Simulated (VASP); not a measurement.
# TiO2 (Rutile): cell size and functional

Which functional gives which lattice for TiO2 (Rutile)? The starting structure is a measured crystal structure from the Crystallography Open Database. The first relaxation on each setting starts from this cell expanded by 3 % in volume.

Method: Kohn-Sham DFT with plane waves and PAW; PBEsol, LDA, PBE, PBEsol + D3(BJ), r2SCAN, r2SCAN + rVV10, vdW-DF-cx and TPSS, in VASP 6.6.1.

## (1) Set-up

The structure is tetragonal, space group P4_2/mnm (No. 136). The conventional cell has a = 4.592 Å, b = 4.592 Å, c = 2.957 Å, α = 90.00°, β = 90.00°, γ = 90.00°. Nearest to Ti lie 6 O at 1.95 to 1.98 Å. O has 3 Ti at 1.95 to 1.98 Å nearest. Farther neighbours and most contacts between anions are not listed.

## (2) Relaxation with PBEsol

PBEsol restores the gradient expansion of exchange and is tuned for the cells of solids. This run starts from the cell of an earlier relaxation, which isn't shown; the restart sets up the plane waves anew.

File INCAR:

```
SYSTEM = TiO2
PREC = Accurate
ENCUT = 520
EDIFF = 1E-06
NELM = 100
ISMEAR = 0
SIGMA = 0.03
LREAL = .FALSE.
ALGO = Normal
GGA = PS
NBANDS = 30
LASPH = .TRUE.
LORBIT = 11
LWAVE = .FALSE.
LCHARG = .FALSE.
KPAR = 16
IBRION = 2
NSW = 50
ISIF = 3
EDIFFG = -0.006
```

File POSCAR:

```
TiO2
1.0
    4.5948855127      0.0000000000      0.0000000000
    0.0000000000      4.5948855127      0.0000000000
    0.0000000000      0.0000000000      2.9427414413
Ti O
2 4
Direct
    0.5000000000      0.5000000000      0.5000000000
    0.0000000000      0.0000000000      0.0000000000
    0.8043565972      0.1956434028      0.5000000000
    0.6956434028      0.6956434028      0.0000000000
    0.1956434028      0.8043565972      0.5000000000
    0.3043565972      0.3043565972      0.0000000000
```

File KPOINTS:

```
Automatic mesh
0
Gamma
6 6 8
0 0 0
```

Potentials, in the order of the species: Ti_sv and O (PBE family, release 64).

On the command line:

```bash
mpirun -np 16 vasp_std
```

What it wrote:

```text
[banner, memory and clock lines left out]
running   16 mpi-ranks, on    1 nodes
 distrk:  each k-point on    1 cores,   16 groups
 distr:  one band on    1 cores,    1 groups

 POSCAR found type information on POSCAR TiO
 POSCAR found :  2 types and       6 ions
|                                                                             |
|           W    W    AA    RRRRR   N    N  II  N    N   GGGG   !!!           |
|           W    W   A  A   R    R  NN   N  II  NN   N  G    G  !!!           |
|           W    W  A    A  R    R  N N  N  II  N N  N  G       !!!           |
|           W WW W  AAAAAA  RRRRR   N  N N  II  N  N N  G  GGG   !            |
|           WW  WW  A    A  R   R   N   NN  II  N   NN  G    G                |
|           W    W  A    A  R    R  N    N  II  N    N   GGGG   !!!           |
|                                                                             |
|     For optimal performance we recommend to set                             |
|       NCORE = 2 up to number-of-cores-per-socket                            |
|     NCORE specifies how many cores store one orbital (NPAR=cpu/NCORE).      |
|     This setting can greatly improve the performance of VASP for DFT.       |
|     The default, NCORE=1 might be grossly inefficient on modern             |
|     multi-core architectures or massively parallel machines. Do your        |
|     Unfortunately you need to use the default for GW and RPA                |
|     calculations (for HF NCORE is supported but not extensively tested      |
|     yet).                                                                   |
|                                                                             |

|                                                                             |
|               ----> ADVICE to this user running VASP <----                  |
|                                                                             |
|     You enforced a specific xc type in the INCAR file but a different       |
|     [... a line on the potential file left out ...]
|     I HOPE YOU KNOW WHAT YOU ARE DOING!                                     |
|                                                                             |

 LDA part: xc-table for (Slater+PW92), standard interpolation
 POSCAR, INCAR and KPOINTS ok, starting setup
 FFT: planning ... GRIDC
 FFT: planning ... GRID_SOFT
 FFT: planning ... GRID
 WAVECAR not read
 entering main loop
       N       E                     dE             d eps       ncg     rms          rms(c)
DAV:   1     0.666070586746E+03    0.66607E+03   -0.24734E+04  3000   0.189E+03
DAV:   2     0.392985605896E+02   -0.62677E+03   -0.59419E+03  3218   0.553E+02
DAV:   3    -0.675805325965E+02   -0.10688E+03   -0.10451E+03  4526   0.206E+02
DAV:   4    -0.724082581106E+02   -0.48277E+01   -0.48220E+01  4134   0.443E+01
DAV:   5    -0.726009299539E+02   -0.19267E+00   -0.19263E+00  4054   0.740E+00    0.315E+01
DAV:   6    -0.566152602036E+02    0.15986E+02   -0.95267E+01  3686   0.962E+01    0.116E+01
DAV:   7    -0.563262019070E+02    0.28906E+00   -0.14079E+01  3630   0.313E+01    0.837E+00
DAV:   8    -0.563209380249E+02    0.52639E-02   -0.39563E+00  3564   0.199E+01    0.456E+00
DAV:   9    -0.560930128817E+02    0.22793E+00   -0.13987E+00  3562   0.114E+01    0.108E+00
DAV:  10    -0.561033151042E+02   -0.10302E-01   -0.11299E-01  3738   0.260E+00    0.525E-01
DAV:  11    -0.560990232426E+02    0.42919E-02   -0.18260E-02  3476   0.103E+00    0.745E-02
DAV:  12    -0.560992310437E+02   -0.20780E-03   -0.14053E-03  3238   0.401E-01    0.155E-01
DAV:  13    -0.560990189191E+02    0.21212E-03   -0.70417E-04  3686   0.259E-01    0.302E-02
DAV:  14    -0.560990180101E+02    0.90899E-06   -0.41201E-05  3774   0.563E-02    0.996E-03
DAV:  15    -0.560990188135E+02   -0.80340E-06   -0.44480E-06  3194   0.139E-02
   1 F= -.56099019E+02 E0= -.56099019E+02  d E =-.560990E+02
 curvature:   0.00 expect dE= 0.000E+00 dE for cont linesearch  0.000E+00
 trial: gam= 0.00000 g(F)=  0.690E-07 g(S)=  0.517E-05 ort = 0.000E+00 (trialstep = 0.100E+01)
 search vector abs. value=  0.524E-05
 reached required accuracy - stopping structural energy minimisation
```

It took 7.6 s on 16 MPI ranks of AMD EPYC 9R45, shared host; peak memory 3.5 GiB.

Lines that name or quote the potential files are left out of all logs, and their timing lines are given in words.

Parts of OUTCAR (step 2):

```text
ion  position               nearest neighbor table
   1  0.500  0.500  0.500-   4 1.94   6 1.94   4 1.94   6 1.94   5 1.98   3 1.98
   2  0.000  0.000  0.000-   3 1.94   5 1.94   3 1.94   5 1.94   4 1.98   6 1.98
   3  0.804  0.196  0.500-   2 1.94   2 1.94   1 1.98
   4  0.696  0.696  0.000-   1 1.94   1 1.94   2 1.98
   5  0.196  0.804  0.500-   2 1.94   2 1.94   1 1.98
   6  0.304  0.304  0.000-   1 1.94   1 1.94   2 1.98

  LATTYP: Found a simple tetragonal cell.
 ALAT       =     4.5948855127
 C/A-ratio  =     0.6404384686

 Subroutine GETGRP returns: Found 16 space group operations
 (whereof  8 operations were pure point group operations)

The static configuration has the point symmetry D_2h.
 The point group associated with its full space group is D_4h.

 Found     50 irreducible k-points:

   k-points           NKPTS =     50   k-points in BZ     NKDIM =     50   number of bands    NBANDS=     30

   dimension x,y,z NGX =    36 NGY =   36 NGZ =   24
   dimension x,y,z NGXF=    72 NGYF=   72 NGZF=   48

   ENCUT  =  520.0 eV  38.22 Ry    6.18 a.u.   8.54  8.54  5.47*2*pi/ulx,y,z

   NELECT =      48.0000    total number of electrons

 k-points in reciprocal lattice and weights: Automatic mesh
   0.00000000  0.00000000  0.00000000       0.003
   0.16666667  0.00000000  0.00000000       0.014
   0.33333333  0.00000000  0.00000000       0.014
   0.50000000  0.00000000  0.00000000       0.007
   0.16666667  0.16666667  0.00000000       0.014
   0.33333333  0.16666667  0.00000000       0.028
   0.50000000  0.16666667  0.00000000       0.014
   0.33333333  0.33333333  0.00000000       0.014
   0.50000000  0.33333333  0.00000000       0.014
[...]
0.50000000  0.33333333  0.50000000       0.014
   0.50000000  0.50000000  0.50000000       0.003

 average (electrostatic) potential at core
       1 -75.9427       2 -75.9427       3 -69.2565       4 -69.2565       5 -69.2565
       6 -69.2565

 E-fermi :   4.9877

 k-point     1 :       0.0000    0.0000    0.0000
  band No.  band energies     occupation
    ...
     20       2.8031      2.00000
     21       4.0864      2.00000
     22       4.3173      2.00000
     23       4.3173      2.00000
     24       4.7748      2.00000
     25       6.6052      0.00000
     26       6.8829      0.00000
     27       7.1788      0.00000
     28       7.2750      0.00000
     29       7.2750      0.00000
    ...

 k-point     2 :       0.1667    0.0000    0.0000
  band No.  band energies     occupation
    ...
     20       2.8158      2.00000
     21       3.8112      2.00000
     22       3.9064      2.00000
     23       4.0922      2.00000
     24       4.6745      2.00000
     25       6.7608      0.00000
     26       7.0823      0.00000
     27       7.3842      0.00000
     28       7.3869      0.00000
     29       7.4320      0.00000
    ...

 k-point     3 :       0.3333    0.0000    0.0000
  band No.  band energies     occupation
    ...
     20       2.7304      2.00000
     21       2.9018      2.00000
     22       3.5147      2.00000
     23       3.8693      2.00000
     24       4.3669      2.00000
     25       7.0601      0.00000
     26       7.3080      0.00000
     27       7.6374      0.00000
     28       7.7131      0.00000
     29       7.8373      0.00000
    ...

  Total       -0.0116875     -0.0116875     -0.0192436      0.0000000      0.0000000      0.0000000
  in kB       -0.3013915     -0.3013915     -0.4962450      0.0000000      0.0000000      0.0000000
  external PRESSURE =      -0.3663427 kB  Pullay stress =       0.0000000 kB

  energy-cutoff  :      520.00
  volume of cell :       62.13
      direct lattice vectors                 reciprocal lattice vectors
     4.594885513  0.000000000  0.000000000     0.217633279  0.000000000  0.000000000
     0.000000000  4.594885513  0.000000000     0.000000000  0.217633279  0.000000000
     0.000000000  0.000000000  2.942741441     0.000000000  0.000000000  0.339819186

 POSITION                                       TOTAL-FORCE (eV/Angst)
 -----------------------------------------------------------------------------------
      2.29744      2.29744      1.47137        -0.000000      0.000000      0.000000
      0.00000      0.00000      0.00000        -0.000000      0.000000      0.000000
      3.69593      0.89896      1.47137         0.000423     -0.000423     -0.000000
      3.19640      3.19640      0.00000        -0.000423     -0.000423     -0.000000
      0.89896      3.69593      1.47137        -0.000423      0.000423      0.000000
      1.39848      1.39848      0.00000         0.000423      0.000423      0.000000
 -----------------------------------------------------------------------------------
    total drift:                                0.000000      0.000000      0.000000

  FREE ENERGIE OF THE ION-ELECTRON SYSTEM (eV)
  ---------------------------------------------------
  free  energy   TOTEN  =       -56.0990188135 eV

  energy  without entropy=      -56.0990188135  energy(sigma->0) =      -56.09901881

 reached required accuracy - stopping structural energy minimisation

 total charge
# of ion       s       p       d       tot
------------------------------------------
    1        2.226   6.310   1.736  10.273
    2        2.226   6.310   1.736  10.273
    3        1.568   3.485   0.000   5.052
    4        1.568   3.485   0.000   5.052
    5        1.568   3.485   0.000   5.052
    6        1.568   3.485   0.000   5.052
--------------------------------------------------
tot         10.724  26.558   3.473  40.755

[... 3 further parts left out ...]
```

The PAW data sets were made with PBE, which is usual practice but a small mismatch for other functionals. The run keeps the 16 symmetry operations of its start, so it cannot find a distortion of lower symmetry.

With PBEsol the relaxed cell holds 10.355 Å³ an atom, -0.38 % against the measured cell, with a = 4.595 Å and c = 2.943 Å. Pressures at 0.985 and 1.015 times this volume, from two more relaxations that aren't shown, give a bulk modulus of 223.3 GPa.

## (3) Relaxation with LDA

LDA, the lowest rung, knows the local density alone. This run starts from the cell of an earlier relaxation, which isn't shown; the restart sets up the plane waves anew.

INCAR: that of step 2 with these lines changed.

```diff
@@ -9,3 +9,3 @@
 ALGO = Normal
-GGA = PS
+GGA = CA
 NBANDS = 30
```

File POSCAR:

```
TiO2
1.0
    4.5547997792      0.0000000000      0.0000000000
    0.0000000000      4.5547997792      0.0000000000
    0.0000000000      0.0000000000      2.9220559985
Ti O
2 4
Direct
    0.5000000000      0.5000000000      0.5000000000
    0.0000000000      0.0000000000      0.0000000000
    0.8038306482      0.1961693518      0.5000000000
    0.6961693518      0.6961693518      0.0000000000
    0.1961693518      0.8038306482      0.5000000000
    0.3038306482      0.3038306482      0.0000000000
```

KPOINTS is that of step 2.

Potentials, in the order of the species: Ti_sv and O (LDA family, release 64).

On the command line:

```bash
mpirun -np 16 vasp_std
```

What it wrote:

```text
[banner, memory and clock lines left out]
running   16 mpi-ranks, on    1 nodes
[...]
[... a notice as in an earlier step ...]

 LDA part: xc-table for (Slater(with rela. corr.)+CA(PZ))
 , standard interpolation
 POSCAR, INCAR and KPOINTS ok, starting setup
[...]
entering main loop
       N       E                     dE             d eps       ncg     rms          rms(c)
DAV:   1     0.654967453320E+03    0.65497E+03   -0.24649E+04  3000   0.189E+03
DAV:   2     0.319446127747E+02   -0.62302E+03   -0.59247E+03  3228   0.554E+02
DAV:   3    -0.707971265969E+02   -0.10274E+03   -0.10011E+03  4612   0.203E+02
DAV:   4    -0.754034476727E+02   -0.46063E+01   -0.46009E+01  4060   0.430E+01
[...]
DAV:  13    -0.587789563199E+02    0.21803E-03   -0.70810E-04  3636   0.283E-01    0.273E-02
DAV:  14    -0.587789549147E+02    0.14051E-05   -0.48966E-05  3778   0.588E-02    0.954E-03
DAV:  15    -0.587789555729E+02   -0.65816E-06   -0.40489E-06  2928   0.174E-02
   1 F= -.58778956E+02 E0= -.58778956E+02  d E =-.587790E+02
[...]
N       E                     dE             d eps       ncg     rms          rms(c)
DAV:   1    -0.587790323058E+02   -0.77391E-04   -0.41641E-03  3840   0.661E-01    0.843E-02
DAV:   2    -0.587789646038E+02    0.67702E-04   -0.35325E-04  3552   0.170E-01    0.376E-02
DAV:   3    -0.587789481614E+02    0.16442E-04   -0.14416E-04  3516   0.771E-02    0.109E-02
DAV:   4    -0.587789484923E+02   -0.33088E-06   -0.25789E-05  3666   0.249E-02    0.908E-03
DAV:   5    -0.587789489576E+02   -0.46530E-06   -0.10961E-06  1648   0.120E-02
   2 F= -.58778949E+02 E0= -.58778949E+02  d E =0.661535E-05
 trial-energy change:    0.000007  1 .order   -0.000004   -0.000020    0.000012
 step:   0.6190(harm=  0.6190)  dis= 0.00011  next Energy=   -58.778962 (dE=-0.627E-05)
 reached required accuracy - stopping structural energy minimisation
```

Wall time 8.6 s (16 MPI ranks); peak memory 3.3 GiB.

Parts of OUTCAR (step 3):

```text
  Total       -0.0317060     -0.0317060     -0.0267612      0.0000000      0.0000000      0.0000000
  in kB       -0.8375266     -0.8375266     -0.7069081      0.0000000      0.0000000      0.0000000
  external PRESSURE =      -0.7939871 kB  Pullay stress =       0.0000000 kB

 POSITION                                       TOTAL-FORCE (eV/Angst)
 -----------------------------------------------------------------------------------
      2.27762      2.27762      1.46150        -0.000000      0.000000     -0.000000
      0.00000      0.00000      0.00000        -0.000000      0.000000     -0.000000
      3.66182      0.89343      1.46150         0.001792     -0.001792     -0.000000
      3.17105      3.17105      0.00000        -0.001792     -0.001792     -0.000000
      0.89343      3.66182      1.46150        -0.001792      0.001792      0.000000
      1.38419      1.38419      0.00000         0.001792      0.001792      0.000000
 -----------------------------------------------------------------------------------
    total drift:                                0.000000      0.000000     -0.000000

  FREE ENERGIE OF THE ION-ELECTRON SYSTEM (eV)
  ---------------------------------------------------
  free  energy   TOTEN  =       -58.7789489576 eV

  energy  without entropy=      -58.7789489576  energy(sigma->0) =      -58.77894896

[... 2 parts as in an earlier step ...]

[... 2 further parts left out ...]
[key lines of the parts left out:]
E-fermi :   5.0307
```

With LDA the relaxed cell holds 10.109 Å³ an atom, -2.75 % against the measured cell, with a = 4.555 Å and c = 2.923 Å. That is -2.38 % from PBEsol. Pressures at 0.985 and 1.015 times this volume, from two more relaxations that aren't shown, give a bulk modulus of 242.0 GPa.

## (4) Relaxation with PBE

PBE, the usual starting point, adds the gradient of the density.

INCAR: that of step 3 with these lines changed.

```diff
@@ -9,3 +9,3 @@
 ALGO = Normal
-GGA = CA
+GGA = PE
 NBANDS = 30
```

File POSCAR:

```
TiO2
1.0
    4.6376702839      0.0000000000      0.0000000000
    0.0000000000      4.6376702839      0.0000000000
    0.0000000000      0.0000000000      2.9866830925
Ti O
2 4
Direct
    0.5000000000      0.5000000000      0.5000000000
    0.0000000000      0.0000000000      0.0000000000
    0.8049600000      0.1950400000      0.5000000000
    0.6950400000      0.6950400000      0.0000000000
    0.1950400000      0.8049600000      0.5000000000
    0.3049600000      0.3049600000      0.0000000000
```

KPOINTS is that of step 3.

Potentials, in the order of the species: Ti_sv and O (PBE family, release 64).

On the command line:

```bash
mpirun -np 16 vasp_std
```

What it wrote:

```text
[banner, memory and clock lines left out]
running   16 mpi-ranks, on    1 nodes
[...]
[... a notice as in an earlier step ...]

 LDA part: xc-table for (Slater+PW92), standard interpolation
 POSCAR, INCAR and KPOINTS ok, starting setup
[...]
entering main loop
       N       E                     dE             d eps       ncg     rms          rms(c)
DAV:   1     0.666659754776E+03    0.66666E+03   -0.24660E+04  3000   0.188E+03
DAV:   2     0.376814167342E+02   -0.62898E+03   -0.59800E+03  3288   0.551E+02
DAV:   3    -0.666263515265E+02   -0.10431E+03   -0.10230E+03  4412   0.204E+02
DAV:   4    -0.712175318552E+02   -0.45912E+01   -0.45850E+01  4132   0.434E+01
[...]
DAV:  14    -0.536740521195E+02   -0.48689E-05   -0.19226E-05  3792   0.310E-02    0.991E-03
DAV:  15    -0.536740506772E+02    0.14423E-05   -0.82576E-06  3366   0.229E-02    0.151E-03
DAV:  16    -0.536740507236E+02   -0.46472E-07   -0.49037E-07  1602   0.750E-03
   1 F= -.53674051E+02 E0= -.53674051E+02  d E =-.536741E+02
[... from here on, the cycles between the ionic steps are left out ...]
   2 F= -.53675167E+02 E0= -.53675167E+02  d E =-.111594E-02
   3 F= -.53676358E+02 E0= -.53676358E+02  d E =-.230685E-02
   4 F= -.53677062E+02 E0= -.53677062E+02  d E =-.703956E-03
   5 F= -.53677062E+02 E0= -.53677062E+02  d E =-.704505E-03
   6 F= -.53677066E+02 E0= -.53677066E+02  d E =-.371588E-05
 trial-energy change:   -0.000004  1 .order   -0.000009   -0.000018    0.000001
 step:   0.5289(harm=  0.8861)  dis= 0.00015  next Energy=   -53.677066 (dE=-0.425E-05)
 reached required accuracy - stopping structural energy minimisation
```

The job ended after 25 s (16 MPI ranks; peak memory 4 GiB).

OUTCAR, selected parts (step 4):

```text
  Total       -0.0038124     -0.0038124     -0.0151188     -0.0000000      0.0000000      0.0000000
  in kB       -0.0953166     -0.0953166     -0.3779924     -0.0000000      0.0000000      0.0000000
  external PRESSURE =      -0.1895418 kB  Pullay stress =       0.0000000 kB

 POSITION                                       TOTAL-FORCE (eV/Angst)
 -----------------------------------------------------------------------------------
      2.32331      2.32331      1.48403        -0.000000     -0.000000      0.000000
      0.00000      0.00000      0.00000         0.000000     -0.000000      0.000000
      3.74055      0.90607      1.48403         0.001267     -0.001267      0.000000
      3.22937      3.22937      0.00000        -0.001267     -0.001267      0.000000
      0.90607      3.74055      1.48403        -0.001267      0.001267     -0.000000
      1.41724      1.41724      2.96805         0.001267      0.001267     -0.000000
 -----------------------------------------------------------------------------------
    total drift:                                0.000000      0.000000      0.000000

  FREE ENERGIE OF THE ION-ELECTRON SYSTEM (eV)
  ---------------------------------------------------
  free  energy   TOTEN  =       -53.6770657916 eV

  energy  without entropy=      -53.6770657916  energy(sigma->0) =      -53.67706579

[... 2 parts as in an earlier step ...]

[... 2 further parts left out ...]
[key lines of the parts left out:]
E-fermi :   4.7620
```

With PBE the relaxed cell holds 10.681 Å³ an atom, +2.75 % against the measured cell, with a = 4.647 Å and c = 2.968 Å. That is +3.14 % from PBEsol. Pressures at 0.985 and 1.015 times this volume, from two more relaxations that aren't shown, give a bulk modulus of 202.5 GPa.

(Continued in part 2 of 3.)

[Lines on the potential files, build, host, timing and source positions are cut from VASP's logs without a mark.]

[Logs are printed without paths, hosts, clocks, repeated set-up lines and the standing remarks that a program may print on its own settings, such as how far it seeks lower states.]

[Hosts, paths, dates, database ids (printed as entryN), source tags and the programs' standing remarks are cut or masked in the printed files.]
